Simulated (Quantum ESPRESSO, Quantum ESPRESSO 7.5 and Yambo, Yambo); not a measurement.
# RbBr (Fm-3m): G0W0 with and without spin-orbit coupling

Aim: spinor G0W0 for RbBr (Fm-3m) beside the scalar-relativistic result.

Method: PBE and many-body steps on it, plane waves, in Quantum ESPRESSO 7.5 and Yambo 5.3.0.

The database entry behind the starting cell differs from later determinations by our own check (about 0.5 % short), so it need not match the best structure at ambient conditions.

## (1) Starting point

Symmetry: Fm-3m, No. 225, cubic system. The conventional cell has a = 6.854 Å, b = 6.854 Å, c = 6.854 Å, α = 90.00°, β = 90.00°, γ = 90.00°. Nearest to Rb lie 6 Br at 3.43 Å. Nearest to Br lie 6 Rb at 3.43 Å. Farther neighbours and most contacts between anions are not listed.

The cell and positions come from the Crystallography Open Database and are kept as given unless a step says otherwise.

## (2) Empty states on the mesh, 4×4×4 mesh, 149 bands

This step: Quantum ESPRESSO 7.5; DFT, PBE, plane waves, norm-conserving pseudopotentials.

The sums over transitions need many empty states on a uniform mesh; this step solves for them.

File pw.in:

```
&control
  calculation = 'nscf'
  prefix = 'x'
  outdir = 'o'
  pseudo_dir = 'pseudo'
/
&system
  ibrav = 0
  nat = 2
  ntyp = 2
  ecutwfc = 76.0
  nbnd = 149
  force_symmorphic = .true.
/
&electrons
  conv_thr = 1e-9
  electron_maxstep = 80
  diago_full_acc = .true.
  diago_thr_init = 5e-6
/
ATOMIC_SPECIES
  Rb 85.468 Rb.upf
  Br 79.904 Br.upf
CELL_PARAMETERS angstrom
  0.0000000000 3.4270000000 3.4270000000
  3.4270000000 0.0000000000 3.4270000000
  3.4270000000 3.4270000000 -0.0000000000
ATOMIC_POSITIONS crystal
  Rb 0.0000000000 0.0000000000 0.0000000000
  Br 0.5000000000 0.5000000000 0.5000000000
K_POINTS automatic
  4 4 4 0 0 0
```

Launch:

```bash
$ OMP_NUM_THREADS=1 mpirun -n 4 pw.x -nk 4 -in pw.in > pw.out
```

The log of the run:

```text
Program PWSCF v.7.5 starts

     This program is part of the open-source Quantum ESPRESSO suite
     for quantum simulation of materials; please cite
         "P. Giannozzi et al., J. Phys.:Condens. Matter 21 395502 (2009);
         "P. Giannozzi et al., J. Phys.:Condens. Matter 29 465901 (2017);
         "P. Giannozzi et al., J. Chem. Phys. 152 154105 (2020);
     in publications or presentations arising from this work. More details at

     Atomic positions and unit cell read from directory:
     o/x.save/

     Message from routine setup:
[...]
46.1279  46.1888  46.2049  49.0310  49.9487  51.7198  51.7198  52.7416
     [... 7 further rows ...]
    76.8483  77.0180  77.0180  77.8113  77.8341  77.8341  78.0239  78.7342
    78.7342  79.2313  79.2313  80.0210  80.7667

          k = 0.3536 0.0000 0.0000 (  6102 PWs)   bands (ev):

     [... further k-points ...]

     highest occupied, lowest unoccupied level (ev):     2.1322    6.4965

     XML data file, pseudopotentials, collected wavefunctions

=------------------------------------------------------------------------------=
   JOB DONE.
=------------------------------------------------------------------------------=
```

Elapsed: 19 s, on 4 MPI ranks of Arm Neoverse V1, shared host; peak memory 0.53 GiB.

This step gave:

```
gap                                                           : 4.364 eV
k of the valence top                                          : 0, 0, 0
k of the conduction bottom                                    : 0, 0, 0
least direct gap                                              : 4.364 eV
k points computed                                             : 8
lowest point of the top converged band, above the valence top : 78.2619 eV
```

On this mesh the gap is 4.364 eV.

The density comes from a self-consistent run that is not shown.

## (3) Conversion and set-up

This step: Yambo 5.3.0; conversion and set-up on PBE, plane waves, norm-conserving pseudopotentials.

The states are converted to the many-body program's format and the q mesh is built.

Launch:

```bash
$ (cd o/x.save; p2y > p2y.log; mv SAVE ../..); yambo > setup.log
```

The log of the run:

```text
 Yambo, version 5.3.0

 [02] CORE Variables Setup
 =========================

  [02.01] Unit cells
  ==================

  Cell kind             :  FCC
  Atoms in the cell     :  Rb  Br
  number of Rb atoms    :  1
  number of Br atoms    :  1

  List of atomic masses
  Mass of Rb    :  85.46800
  Mass of Br    :  79.90400

  List of atomic coordinates    : [cc]
  Rb1       :  0.000000  0.000000  0.000000  order 1
  Br1       :  6.476091  6.476091  6.476091  order 2

  Alat factors          :  6.476091  6.476091  6.476091 [a.u.]
  Direct lattice volume :  543.2114 [a.u.]
[...]
==========================================

 IBZ Q-points                                      :   8
 BZ  Q-points                                      :   64

 K/Q-points units:
 rlu = crystal or reduced units; cc = cartesian coordinates; iku = interal k-units

 Q [1]          [rlu]:  0.000000  0.000000  0.000000
 Q [2]          [rlu]:  0.20505E-16 -0.72508E-17  0.25000
 Q [3]          [rlu]: -0.41010E-16  0.14502E-16 -0.50000
[...]
Q [7]          [rlu]: -0.63786E-16 -0.50000     -0.50000
 Q [8]          [rlu]:  0.250000 -0.500000 -0.250000

  [03.01] X indexes
  =================

   [03.01.01] Sigma indexes
   ========================

 [06] Game Over & Game summary
```

Elapsed: 3.2 s, on 1 MPI rank; peak memory 0.26 GiB.

## (4) Scalar-relativistic

Now the one-shot GW correction: screening in the RPA, then the self-energy of the levels asked for.

This step: G0W0 on PBE, plane waves, norm-conserving pseudopotentials.

File gw1.in:

```
HF_and_locXC
gw0
dyson
ppa
em1d
rim_cut
RandQpts= 1000000
RandGvec= 1 RL
EXXRLvcs= 76 Ry
VXCRLvcs= 304 Ry
Chimod= "HARTREE"
% BndsRnXp
 1 | 149 |
%
NGsBlkXp= 11.5 Ry
% LongDrXp
 1 | 1 | 1 |
%
% GbndRnge
 1 | 149 |
%
DysSolver= "n"
ExtendOut
PPAPntXp= 27.21138 eV
% QPkrange
 1 | 1 | 12 | 15 |
%
```

Launch:

```bash
$ OMP_NUM_THREADS=1 mpirun -n 4 yambo -F gw1.in -J gw1 -C gw1 > gw1.log
```

The log of the run:

```text
 Yambo, version 5.3.0

 [02] CORE Variables Setup
 =========================

  [... cell, symmetries and grids as in the set-up ...]

  [02.05] Energies & Occupations
  ==============================

  [X] === General ===
  [X] Electronic Temperature                        :  0.000000  0.000000 [eV K]
  [X] Bosonic    Temperature                        :  0.000000  0.000000 [eV K]
  [X] Finite Temperature mode                       : no
  [X] El. density                                   :  0.32300E+24 [cm-3]
  [X] Fermi Level                                   :  2.132238 [eV]

  [X] === Gaps and Widths ===
  [X] Conduction Band Min                           :  4.364251 [eV]
  [X] Valence Band Max                              :  0.000000 [eV]
  [X] Filled Bands                                  :  13
  [X] Empty Bands                                   :   14  149
  [X] Direct Gap                                    :  4.364251 [eV]
  [X] Direct Gap localized at k                     :  1
  [X] Indirect Gap                                  :  4.364251 [eV]
  [X] Indirect Gap between kpts                     :  1  1
  [X] Last valence band width                       :  0.354275 [eV]
  [X] 1st conduction band width                     :  2.722711 [eV]

 [03] Transferred momenta grid and indexing
 ==========================================

 IBZ Q-points                                      :   8
 BZ  Q-points                                      :   64

 K/Q-points units:
 rlu = crystal or reduced units; cc = cartesian coordinates; iku = interal k-units

 Q [1]          [rlu]:  0.000000  0.000000  0.000000
 Q [2]          [rlu]:  0.20505E-16 -0.72508E-17  0.25000
 Q [3]          [rlu]: -0.41010E-16  0.14502E-16 -0.50000
 Q [4]          [rlu]:  0.31893E-16  0.25000      0.25000
 Q [5]          [rlu]:  0.34809E-16  0.25000      0.50000
 Q [6]          [rlu]:  0.99473E-16  0.25000     -0.25000
 Q [7]          [rlu]: -0.63786E-16 -0.50000     -0.50000
 Q [8]          [rlu]:  0.250000 -0.500000 -0.250000

 [04] Coloumb potential Random Integration (RIM)
 ===============================================

  [04.01] RIM initialization
  ==========================

  * Diagonal components only detected *

  8 x (sBL volume)        :  0.057080 [a.u.]
  sBZ random points       :  1000000
  Points outside the sBZ  :   7968281
  RL volume               :  0.456637 [a.u.]
  Integrated volume       :  0.458454 [a.u.]

  [04.02] RIM integrals
  =====================

  Gamma point sphere radius             :  0.069841 [a.u.]
  Points outside the sphere             :   800476
  [Int_sBZ(q=0) 1/q^2]*(Vol_sBZ)^(-1/3) =:  7.776341
                                 should be <:  7.795600

  Summary of Coulomb integrals for non-metallic bands |Q|[au] RIM/Bare

  Q [1] 0.100000E-4 0.997530 * Q [2] 0.210057 1.069186
  Q [4] 0.242553 1.068537 * Q [6] 0.343022 1.029949
  Q [5] 0.402229 1.023412 * Q [3] 0.420114 1.020404
  Q [7] 0.485106 1.016961 * Q [8] 0.542365 1.013888

 [05] Dipoles
 ============

  [05.01] Setup: observables and procedures
  =========================================

 [06] Dynamic Dielectric Matrix (PPA)
 ====================================

 [WR./gw1//ndb.pp]---------------------------------------------------------------
  Brillouin Zone Q/K grids (IBZ/BZ)                :    8   64    8   64
  RL vectors                                       :   7343 [WF]
  Coulomb cutoff potential                         : none
  Electronic Temperature                           :  0.000000 [K]
  Bosonic    Temperature                           :  0.000000 [K]
  PPA    diel. fun.  energies                      : Perdew, Burke & Ernzerhof(X)+Perdew, Burke & Ernzerhof(C)
  wavefunctions                                    : Perdew, Burke & Ernzerhof(X)+Perdew, Burke & Ernzerhof(C)
  Global Gauge                                     : length
  X matrix size                                    :   387
  X band range                                     :    1  149
  X e/h energy range                               : -1.000000 -1.000000 [eV]
  X Time ordering                                  : R
  X Hxc Kernel                                     : HARTREE
  X Drude frequency                                :  0.000000  0.000000
  X poles                                          :  100.0000 [o/o]
  RL vectors in the sum                            :   7343
  [r,Vnl] included                                 : yes
  Field direction                                  :  0.577350E-5  0.577350E-5  0.577350E-5
  BZ energy Double Grid                            : no
  BZ energy DbGd points                            : 0
  BZ Q point size factor                           : -1.000000
  X Optical Averaged directions                    : none

 [07] Local Exchange-Correlation + Non-Local Fock
 ================================================

 [VXC] Plane waves :   48671
 [EXS] Plane waves :   6081

 QP @ state[ 1 ] K range:  1  1
 QP @ state[ 1 ] b range:  12  15

 [xc] Functional : Perdew, Burke & Ernzerhof(X)+Perdew, Burke & Ernzerhof(C)
 [xc] LIBXC used to calculate xc functional
  PP Number of Atomic Species                      :  2
  NLCC RL compoments                               :   48671
  PP Number of Atomic Species                      :  2
  NLCC RL compoments                               :   48671

 [xc] E_xc :  -16.27496 [Ha]
      E_xc :  -32.54992 [Ry]

  Local XC kind (lXC) : Perdew, Burke & Ernzerhof(X)+Perdew, Burke & Ernzerhof(C)
  Non-Local XC kind (nlXC) : Hartree-Fock

  Corrections @ K [1] :  [eV]
 <12|nlXC|12> = -19.41605  0.35782E-17 <12|lXC|12> = -14.22687 -0.94408E-16
 <13|nlXC|13> = -19.41610  0.62967E-17 <13|lXC|13> = -14.22687  0.37763E-15
 <14|nlXC|14> = -3.641019 -0.10599E-18 <14|lXC|14> = -6.942251 -0.14162E-15
 <15|nlXC|15> = -3.253865 -0.42201E-18 <15|lXC|15> = -7.444604 -0.13764E-22

 [08] Dyson equation: Newton solver
 ==================================

  [08.01] G0W0 (W PPA)
  ====================

  [  GW  ] Bands range     :    1  149
  [GW/PPA] G damping       :  0.100000 [eV]

  QP @ state[ 1 ] K range:  1  1
  QP @ state[ 1 ] b range:  12  15

   Sc/G bands                                       :    1  149
   Sc/G damping                                     :  0.100000 ev
   Sc bands terminator                              : no
   Sx RL components                                 :   6081

   QP @ state[ 1 ] K range                          :  1  1
   QP @ state[ 1 ] b range                          :  12  15
   GF energies kind                                 : Perdew, Burke & Ernzerhof(X)+Perdew, Burke & Ernzerhof(C)
   GF WF`s kind                                     : Perdew, Burke & Ernzerhof(X)+Perdew, Burke & Ernzerhof(C)
   Xs energies kind                                 : Perdew, Burke & Ernzerhof(X)+Perdew, Burke & Ernzerhof(C)
   Xs WF`s kind                                     : Perdew, Burke & Ernzerhof(X)+Perdew, Burke & Ernzerhof(C)

 [11] Game Over & Game summary
```

Run time: 3.1 min. Hardware: 4 MPI ranks; peak memory 1.9 GiB; 12 min of CPU time.

Numbers from this step:

```
G0W0 gap on the points computed              : 7.531 eV
starting gap on the mesh                     : 4.364 eV
k of the valence top                         : 0, 0, 0
k of the conduction bottom                   : 0, 0, 0
least direct G0W0 gap on the computed points : 7.531 eV
Z at the valence top                         : 0.8263
Z at the conduction bottom                   : 0.8767
```

The gap on the mesh goes from 4.36 eV to 7.53 eV, a correction of +3.17 eV.

## (5) Empty states on the mesh, 4×4×4 mesh, 298 bands

This step: Quantum ESPRESSO 7.5; DFT, PBE with spin-orbit coupling, plane waves, norm-conserving pseudopotentials.

pw.in: that of step 2 with these lines changed.

```diff
@@ -11,4 +11,6 @@
   ecutwfc = 76.0
-  nbnd = 149
+  nbnd = 298
   force_symmorphic = .true.
+  noncolin = .true.
+  lspinorb = .true.
 /
```

Launch:

```bash
$ OMP_NUM_THREADS=1 mpirun -n 4 pw.x -nk 4 -in pw.in > pw.out
```

The log of the run:

```text
[banner, memory and clock lines left out]
Program PWSCF v.7.5 starts

     Atomic positions and unit cell read from directory:
     o/x.save/

     Message from routine setup:
     using ibrav=0 with symmetry is DISCOURAGED, use correct ibrav instead

     G-vector sticks info

     bravais-lattice index     =            0
     lattice parameter (alat)  =       9.1586  a.u.
     unit-cell volume          =     543.2114 (a.u.)^3
     number of atoms/cell      =            2
     number of atomic types    =            2
     number of electrons       =        26.00
[...]
k = 0.1768 0.1768-0.1768 (  6072 PWs)   bands (ev):

[...]
[... 26 further rows ...]
[...]
80.3937  80.3937

          k =-0.3536-0.3536 0.3536 (  6116 PWs)   bands (ev):

[...]
25.1723  25.1723  27.0861  27.0861  27.6030  27.6030  29.4571  29.4571
     [... 26 further rows ...]
    78.7447  78.7447  79.2168  79.2168  79.2466  79.2466  80.0211  80.0211
    80.7659  80.7659

          k = 0.3536 0.0000 0.0000 (  6102 PWs)   bands (ev):

     [... further k-points ...]

     highest occupied, lowest unoccupied level (ev):     2.2964    6.4990

     XML data file, pseudopotentials, collected wavefunctions
```

It took 1.8 min on 4 MPI ranks; peak memory 1.5 GiB; 7 min of CPU time.

This step gave:

| Quantity | Value |
| --- | --- |
| gap | 4.203 eV |
| k of the valence top | 0, 0, 0 |
| k of the conduction bottom | 0, 0, 0 |
| least direct gap | 4.203 eV |
| k points computed | 8 |
| lowest point of the top converged band, above the valence top | 78.0973 eV |

On this mesh the gap is 4.203 eV.

The density comes from a self-consistent run that is not shown, made with spin-orbit coupling and fully relativistic files.

[end of part 1 of 2]

[Paths, hosts, dates, memory and timing lines, banners, echoed tables and standing remarks are left out of the program output.]

[Logs are printed without paths, hosts, clocks, repeated set-up lines and the standing remarks that a program may print on its own settings, such as how far it seeks lower states.]

[Runs of the session that timed out or met a known fault of the program may be left out.]

[Hosts, paths, dates, database ids (printed as entryN), source tags and the programs' standing remarks are cut or masked in the printed files.]
